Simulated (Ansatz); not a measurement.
AgBr under changes of volume

One of the cells (23.644 Å³/atom); the others are scaled copies at fixed shape and fractional positions:

```
Ag Br
1.0
     0.00000    2.87015    2.87015
     2.87015    0.00000    2.87015
     2.87015    2.87015    0.00000
Ag Br
1 1
Direct
  0.00000 0.00000 0.00000
  0.50000 0.50000 0.50000
```

| Property | Result |
| --- | --- |
| Program | Ansatz 0.2.0 |
| Functional | PBE |
| Potentials or basis | Ansatz PAW |
| Cutoff | 420 eV (not typed: the program's choice for these potentials) |
| k mesh | 8 × 8 × 8 |
| Occupations | fermi-dirac, width 0.05 eV |
| Spin | no spin polarisation |

| volume (Å³/atom) | energy over the lowest point (meV/atom) | pressure (GPa) | gap on the mesh (eV) |
| --- | --- | --- | --- |
| 22.225 | 44.45 | 6.0 | 0.67 |
| 22.698 | 28.81 | 4.6 | 0.67 |
| 23.171 | ? | ? | ? |
| 23.644 | 8.58 | 2.3 | 0.67 |
| 24.116 | 3.16 | 1.4 | 0.68 |
| 24.589 | 0.40 | 0.5 | 0.68 |
| 25.062 | 0.00 | -0.2 | 0.69 |

What does the run at 23.171 Å³/atom give?

Energy over the lowest point 17.00 meV/atom; pressure 3.4 GPa; gap on the mesh 0.67 eV.

Worked out: A Birch-Murnaghan fit of order 3 (a polynomial in V^(-2/3)) to the other rows has its minimum at 24.91 Å³/atom with B0 = V·E''(V) = 39 GPa and B' = 5.3. It gives 17.00 meV/atom at 23.171 Å³/atom, against the run's 17.00, and -dE/dV = 3.4 GPa, against 3.4. A straight line through the other rows of the gap, of slope 0.154 eV per unit of ln V, gives 0.67 eV, against the run's 0.67.

Energies are extrapolated to zero smearing.

A mesh can miss the band edges. Spin-orbit coupling on Ag, Br is left out.
